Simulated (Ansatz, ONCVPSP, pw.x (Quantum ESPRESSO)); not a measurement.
# Zr: does the ONCV potential hold in the solid?

* Element: Zr (Z = 40)
* Generator: ONCVPSP 4.0.1.1 (patched build)
* Type: optimised norm-conserving Vanderbilt (ONCV)
* Functional: PBE
* Relativity: scalar-relativistic
* Frozen core: [Ar] 3d10
* Valence charge: 12
* Reference configuration: 4s2 4p6 4d2 5s2
* Partial waves: 4s+5s: rc 2.15 bohr, ncon 3, nbas 7, qcut 6.9 1/bohr, 2 projectors; 4p: rc 2.15 bohr, ncon 4, nbas 7, qcut 7.1 1/bohr, 3 projectors, debl 3.2 Ha; 4d: rc 1.90 bohr, ncon 3, nbas 6, qcut 5.3 1/bohr, 2 projectors, debl 4 Ha
* Local potential: polynomial inside 1.20 bohr (lpopt 2, dvloc0 4 Ha)
* Core correction: Teter function, fcfact 4, rcfact 1.35

Atomic tests: cutoffs needed: 14 Ha and 23 Ha (the cutoffs (Ha) at which the residual kinetic energy of the hardest occupied pseudo-wave falls to 1 and 0.1 mHa per electron); ghost test: no bound ghost flagged; no localised positive-energy state flagged; largest excitation error: -7.0 meV (all-electron minus pseudo) for 4s2 4p6 4d2 5s0, out of 4 test configurations.

Crystal test: fcc Zr in pw.x 7.5, no spin, 13³ k-points, Fermi–Dirac smearing 0.01 Ry, cutoffs 55/220 Ry. The reference is all-electron LAPW (Ansatz 0.2.0) with the same functional, mesh and smearing; V0 and B0 come from Birch–Murnaghan fits to the pressures at five volumes. Errors are pseudo minus all-electron; Δ is the rms difference of the E(V) curves that follow from these fits, minima aligned, over ±6 % about the mean V0. Mesh and smearing are coarse, so the numbers serve the comparison and aren't converged zero-temperature values; the lattice is a test structure that the element need not adopt.

All-electron: a0 = 4.534 Å (V0 = 23.31 Å³/atom), B0 = 89.0 GPa.

**Question.** How far does the potential miss the all-electron equation of state?

**Answer.** mean pressure error (GPa): -0.05; a0 (Å): 4.534; a0 error (%): -0.02; B0 error (%): +0.3; Δ (meV/atom): 0.3.

```
V (Å³/atom)  P all-electron (GPa)  P pseudo (GPa)
     22.068                  5.32            5.27
     22.648                  2.68            2.64
     23.229                  0.31            0.25
     23.810                 -1.83           -1.88
     24.390                 -3.75           -3.80
```

**Question.** At the middle volume, how do free energy and pressure move when the wave cutoff is lowered (ecutrho kept at four times it)?

**Answer.**

| cutoff (Ry) | shift of F (meV/atom) | shift of P (GPa) |
| --- | --- | --- |
| 25 | +190.1 | -7.53 |
| 33 | +13.7 | -0.51 |
| 44 | +1.5 | -0.08 |

Input at the middle volume:

```
&control
  calculation='scf', prefix='x', pseudo_dir='./', outdir='./tmp', tstress=.true., disk_io='none'
/
&system
  ibrav=0, nat=1, ntyp=1, ecutwfc=55, ecutrho=220, nbnd=14,
  occupations='smearing', smearing='fd', degauss=0.01
/
&electrons
  conv_thr=1e-09, mixing_beta=0.4, electron_maxstep=70
/
ATOMIC_SPECIES
Zr 1.0 Zr.UPF
CELL_PARAMETERS angstrom
  0.00000000 2.26464521 2.26464521
  2.26464521 0.00000000 2.26464521
  2.26464521 2.26464521 0.00000000
ATOMIC_POSITIONS crystal
Zr 0.0000 0.0000 0.0000
K_POINTS automatic
13 13 13 0 0 0
```

```bash
pw.x < Zr.scf.in > Zr.scf.out
```

Lines of the output:

```
Message from routine setup:
     using ibrav=0 with symmetry is DISCOURAGED, use correct ibrav instead
     lattice parameter (alat)  =       6.0522  a.u.
     unit-cell volume          =     156.7571 (a.u.)^3
     number of electrons       =        12.00
     number of Kohn-Sham states=           14
     kinetic-energy cutoff     =      55.0000  Ry
     charge density cutoff     =     220.0000  Ry
     scf convergence threshold =      1.0E-09
     Exchange-correlation= PBE
     number of k points=    84  Fermi-Dirac smearing, width (Ry)=  0.0100
     iteration #  1     ecut=    55.00 Ry     beta= 0.40
     total energy              =    -100.47426516 Ry
     estimated scf accuracy    <       0.01485363 Ry
     iteration #  2     ecut=    55.00 Ry     beta= 0.40
     total energy              =    -100.47474646 Ry
     estimated scf accuracy    <       0.00207928 Ry
     iteration #  3     ecut=    55.00 Ry     beta= 0.40
     total energy              =    -100.47503556 Ry
     estimated scf accuracy    <       0.00014518 Ry
     iteration #  4     ecut=    55.00 Ry     beta= 0.40
     total energy              =    -100.47504098 Ry
     estimated scf accuracy    <       0.00000259 Ry
     iteration #  5     ecut=    55.00 Ry     beta= 0.40
     total energy              =    -100.47504151 Ry
     estimated scf accuracy    <       0.00000010 Ry
     iteration #  6     ecut=    55.00 Ry     beta= 0.40
     total energy              =    -100.47504152 Ry
     estimated scf accuracy    <          1.2E-09 Ry
     iteration #  7     ecut=    55.00 Ry     beta= 0.40
     total energy              =    -100.47504152 Ry
     estimated scf accuracy    <          1.2E-09 Ry
     iteration #  8     ecut=    55.00 Ry     beta= 0.40
     the Fermi energy is    13.9091 ev
!    total energy              =    -100.47504152 Ry
     estimated scf accuracy    <          3.3E-12 Ry
     smearing contrib. (-TS)   =      -0.00679333 Ry
     The total energy is F=E-TS. E is the sum of the following terms:
     one-electron contribution =     -19.12588760 Ry
     hartree contribution      =      14.29875432 Ry
     xc contribution           =     -18.50464990 Ry
     ewald contribution        =     -77.13646501 Ry
     convergence has been achieved in   8 iterations
          total   stress  (Ry/bohr**3)                   (kbar)     P=        2.52
     Message from routine punch:
     Nothing written, as per user request (disk_io='none')
```

The run at the middle volume (84 k-points, 8 iterations) took about 17 s on one core of a shared host (AMD EPYC 7R43 64-Core Processor, 256 threads, 1004 GiB, load 92).
